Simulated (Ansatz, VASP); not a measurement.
# Sb in VASP and in Ansatz

Contents of INCAR:

```
ALGO = Normal
EDIFF = 1E-8
ENCUT = 520
GGA = PE
ISIF = 2
ISMEAR = -1
LASPH = True
LCHARG = False
LEFG = True
LREAL = False
LWAVE = False
NBANDS = 8
NELM = 80
PREC = Accurate
SIGMA = 0.05
```

File KPOINTS:

```
k-points
0
Gamma
  19 19 19
```

File POSCAR:

```
Sb
1.0
   -1.4742770936      1.4742770936      2.4293735496
    1.4742770936     -1.4742770936      2.4293735496
    1.4742770936      1.4742770936     -2.4293735496
Sb
1
Direct
    0.0000000000      0.0000000000      0.0000000000
```

Input for Ansatz:

```yaml
crystal:
  lattice:
    - [-1.4742770936, 1.4742770936, 2.4293735496]
    - [1.4742770936, -1.4742770936, 2.4293735496]
    - [1.4742770936, 1.4742770936, -2.4293735496]
  atoms:
    - { symbol: Sb, position: [0.0, 0.0, 0.0] }
kpoints:
  mp_grid: { grid: [19, 19, 19] }
scf:
  occupations: { method: fermi_dirac, width: 0.05 }
hamiltonian:
  xc: pbe
  pseudopotentials: { kind: paw }
output:
  forces: true
  stress: true
  eigenvalues: true
  efg: { contact_densities: true }
  write_density: true
  write_potential: true
  elf: true
  volumetric_format: npy
```

Change from the starting cell: volume scaled by 0.94, PAW files.

Alike in both runs: task electric field gradients; functional PBE; k mesh 19 × 19 × 19; occupations fermi-dirac, width 0.05 eV; no spin polarisation.

|  | VASP | Ansatz |
| --- | --- | --- |
| version | VASP 6.6.1 | Ansatz 0.2.0 |
| potentials or method | VASP PAW PBE potentials, release 64 (Sb) | PAW with Ansatz's default frozen-core files, scalar-relativistic |
| plane-wave cutoff (eV) | 520 | 420 |
| valence electrons in the cell | 5 | 15 |

Ansatz gave:

- pressure (GPa): 28.9
- largest component of the traceless stress (GPa): 2.33
- Vzz of the field gradient on the site that differs most (V/Å²): 35.8

Q: What did VASP give for the same quantities?

A: Pressure (GPa): 28.9; largest component of the traceless stress (GPa): 2.46; Vzz of the field gradient on the site that differs most (V/Å²): 37.1.

The functional is the same, so the differences come from potentials, cutoffs and numerics. The two sets of potentials don't hold the same shells in valence. Ansatz warned: «gradients_without_spin_orbit».

Caveats: so large a pressure means that the cell lies far from this level's equilibrium, or that cutoff or potentials fall short (VASP). Spin-orbit coupling is left out, which matters for the levels of Sb.
